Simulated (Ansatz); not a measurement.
# Mn3Si: the cost of one run

Computed with Ansatz 0.2.0 (DFT PBEsol, scalar-relativistic, plane waves, PAW, unless a step's input says otherwise).

1 further run of the same task is left out (it didn't finish).

## 1. Starting point

The structure is cubic, space group Fm-3m (No. 225). The conventional cell has a = 5.528 Å, b = 5.528 Å, c = 5.528 Å, α = 90.00°, β = 90.00°, γ = 90.00°. Fe (site symmetry -43m) is surrounded by 4 Si at 2.39 Å and 4 Fe at 2.39 Å. Fe (site symmetry m-3m) has 8 Fe at 2.39 Å and 6 Si at 2.76 Å as nearest neighbours. Si (site symmetry m-3m) has 14 Fe at 2.39 to 2.76 Å as nearest neighbours.

Structure file:

```
Fe Si
1.0
     0.00000    2.76411    2.76411
     2.76411    0.00000    2.76411
     2.76411    2.76411    0.00000
Fe Si
3 1
Direct
  0.75000 0.75000 0.75000
  0.25000 0.25000 0.25000
  0.50000 0.50000 0.50000
  0.00000 0.00000 0.00000
```

It goes back to an entry of the Materials Project, which need not be the stable form.

It is the result of an earlier relaxation at this level (volume 10.56 Å³/atom; gap on the mesh: none (metal), site moments up to 2.5 μB).

## 2. Swap Fe → Mn

Mn3Si starts from the relaxed positions of Fe3Si, with all lengths scaled by 1.028, a guess from tabulated radii. Atoms that may carry a moment start with parallel spins.

## 3. A first look at the start (Mn3Si)

The input, input.yaml:

```yaml
crystal:
  lattice:
    - [0.0, 2.8403466234, 2.8403466234]
    - [2.8403466234, 0.0, 2.8403466234]
    - [2.8403466234, 2.8403466234, 0.0]
  atoms:
    - { symbol: Mn, position: [0.75, 0.75, 0.75], spin: 4.0 }
    - { symbol: Mn, position: [0.25, 0.25, 0.25], spin: 4.0 }
    - { symbol: Mn, position: [0.5, 0.5, 0.5], spin: 4.0 }
    - { symbol: Si, position: [0.0, 0.0, 0.0] }
basis:
  ecutwfc: 420
kpoints:
  mp_grid: { grid: [6, 6, 6] }
hamiltonian:
  xc: pbesol
scf:
  occupations: { method: gaussian, width: 0.1 }
  lower_state_search: "off"
output:
  forces: true
  stress: true
  eigenvalues: true
  populations: true
magnetization:
  spin_polarized: true
```

Run with:

```
> ansatz run input.yaml --threads 1 --pin off --max-ram 2560MiB --backend cpu --events-out ev --progress --plain --runs-dir out
```

**Question.** How long does this run take on 1 thread of Intel Xeon Platinum 8259CL at 2.50GHz (Skylake/Cascade Lake), shared host, and how much memory does it need?

About 31 s, with a peak of 0.48 GiB.
